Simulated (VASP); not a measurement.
# InSe: convergence, band structure

InSe, R3m (no. 160), 4 atoms in the cell. PBEsol; PAW potentials In_d, Se (PBE set). VASP 6.6.1.

Wanted: band energies at the path's corners within 0.1 eV; smallest gap over path and mesh within 0.05 eV.

What the run is for: bands; Accuracy asked: screening; k points a path segment: 12; Route: fixed density (ICHARG 11).

Band energies at the path's corners: counted from the valence top.

POSCAR:
```
InSe
1.0
    2.0000000000      1.1547005384      8.4400000000
   -2.0000000000      1.1547005384      8.4400000000
    0.0000000000     -2.3094010768      8.4400000000
In Se
2 2
Direct
    0.8886000000      0.8886000000      0.8886000000
    0.0000000000      0.0000000000      0.0000000000
    0.1719000000      0.1719000000      0.1719000000
    0.3835000000      0.3835000000      0.3835000000
```

The series start from Plane-wave cutoff (eV): 280; k-point mesh: 5 × 5 × 5; k points a path segment: 12; Electronic threshold (eV): 1e-6; Precision mode (PREC): Accurate; Bands in all (NBANDS): 33; Aspherical gradient terms in the spheres (LASPH): yes. Each series keeps the choices made before it, and each single choice may use up half of a tolerance. Times cover all steps of a run.

## Plane-wave cutoff (eV)

| Plane-wave cutoff (eV) | Band energies at the path's corners, largest deviation (eV) | Smallest gap over path and mesh (eV) | Time (s) |
|---|---|---|---|
| 190 | 0.02 | 0.318 | 196 |
| 240 | 0.00 | 0.328 | 528 |
| 280 | 0.00 | 0.328 | 440 |
| 310 | 0.00 | 0.329 | 783 |
| 380 | 0.00 | 0.330 | 1255 |
| 480 (reference) | 0.00 | 0.330 | 2181 |

Chosen: 190, the loosest value from which every tighter one stays within half of the tolerance.

## k-point mesh

| k-point mesh | Band energies at the path's corners, largest deviation (eV) | Smallest gap over path and mesh (eV) | Time (s) |
|---|---|---|---|
| 2 × 2 × 2 | 0.09 | 0.282 | 316 |
| 3 × 3 × 3 | 0.03 | 0.312 | 312 |
| 4 × 4 × 4 | 0.01 | 0.314 | 363 |
| 5 × 5 × 5 | 0.00 | 0.318 | 196 |
| 7 × 7 × 7 | 0.00 | 0.318 | 434 |
| 8 × 8 × 8 (reference) | 0.00 | 0.318 | 529 |

Chosen: 3 × 3 × 3.

## All choices together

| Input | Band energies at the path's corners, largest deviation (eV) | Smallest gap over path and mesh (eV) | Time (s) |
|---|---|---|---|
| the program's defaults (naive) | 0.01 | 0.319 | 135 |
| chosen settings | 0.03 | 0.312 | 312 |
| reference settings throughout | 0.00 | 0.330 | 2608 |

The chosen settings stay within the tolerance of the reference run, but the reference itself isn't shown to be converged in: k points a path segment, Electronic threshold (eV), Bands in all (NBANDS).

## The input

INCAR.step1:
```
SYSTEM = InSe
ALGO = Normal ; EDIFF = 1E-6
EFERMI = MIDGAP ; ENCUT = 190
GGA = PS ; GGA_COMPAT = .False.
ISMEAR = 0 ; LASPH = .True.
LCHARG = .True. ; LREAL = .False.
LWAVE = .False. ; NBANDS = 33
NELM = 120 ; PREC = Accurate
SIGMA = 0.03
```

INCAR.step2, as INCAR.step1 but for:
```
- LCHARG = .True.
+ ICHARG = 11
+ LCHARG = .False.
```

KPOINTS.step1:
```
Automatic mesh
0
Gamma
  3 3 3
  0 0 0
```

KPOINTS.step2:
```
path GLB1,BZGX,QFP1Z,LP
12
line-mode
reciprocal
 0.0000000000  0.0000000000  0.0000000000  G
 0.5000000000  0.0000000000  0.0000000000  L

 0.5000000000  0.0000000000  0.0000000000  L
 0.5000000000  0.1791451724 -0.1791451724  B1

 0.8208548276  0.5000000000  0.1791451724  B
 0.5000000000  0.5000000000  0.5000000000  Z

 0.5000000000  0.5000000000  0.5000000000  Z
 0.0000000000  0.0000000000  0.0000000000  G

 0.0000000000  0.0000000000  0.0000000000  G
 0.3395725862  0.0000000000 -0.3395725862  X

 0.6604274138  0.3395725862  0.0000000000  Q
 0.5000000000  0.5000000000  0.0000000000  F

 0.5000000000  0.5000000000  0.0000000000  F
 0.6604274138  0.6604274138  0.1791451724  P1

 0.6604274138  0.6604274138  0.1791451724  P1
 0.5000000000  0.5000000000  0.5000000000  Z

 0.5000000000  0.0000000000  0.0000000000  L
 0.8208548276  0.3395725862  0.3395725862  P
```

Commands (each step's output is kept before the next begins):
```
cat potpaw_PBE.64/In_d/POTCAR potpaw_PBE.64/Se/POTCAR > POTCAR
cp INCAR.step1 INCAR
cp KPOINTS.step1 KPOINTS
mpirun -np 1 vasp_std > vasp.out
cp INCAR.step2 INCAR
cp KPOINTS.step2 KPOINTS
mpirun -np 1 vasp_std > vasp.out
```

The naive input happens to agree within the tolerance here, in 135 s.

Limits: PBEsol gaps are mostly well below measured ones.

The chosen input took VASP 6.6.1 312 s on 1 core (AMD EPYC 7R43 (Zen 3)), a shared host.
